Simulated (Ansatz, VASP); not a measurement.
**PtS2 in VASP and in Ansatz**

```
S Pt
1.0
     3.54153    0.00000    0.00000
    -1.77076    3.06705    0.00000
     0.00000    0.00000   30.82587
S Pt
2 1
Direct
  0.66667 0.33333 0.45972
  0.33333 0.66667 0.54028
  0.00000 0.00000 0.50000
```

Alike in both runs: functional PBE; dispersion D3(BJ); k mesh 9 × 9 × 1; occupations gaussian, width 0.02 eV; no spin polarisation.

Ansatz relaxed the structure, and its values are those at the end. VASP's run is a single point on that final structure, the one shown.

|  | VASP | Ansatz |
| --- | --- | --- |
| version | VASP 6.6.1 | Ansatz 0.2.0 |
| potentials or method | VASP PAW PBE potentials, release 64 (S, Pt) | scalar-relativistic, plane waves, PAW |
| plane-wave cutoff (eV) | 520 | 420 |
| valence electrons in the cell | 22 | 30 |

|  | VASP | Ansatz | Ansatz less VASP |
| --- | --- | --- | --- |
| gap on the k mesh at the Fermi level (eV) | 1.84 | 1.84 | -0.004 |
| least direct gap on the mesh (eV) | 1.92 | 1.92 | -0.004 |
| rms of the force components (eV/Å) | 0.018 | 0.000 | -0.0182 |

The two sets of potentials don't hold the same shells in valence. Ansatz warned: «xc_potential_rough_in_thin_density».

Caveats: spin-orbit coupling is left out, which moves the levels of the heavy elements.
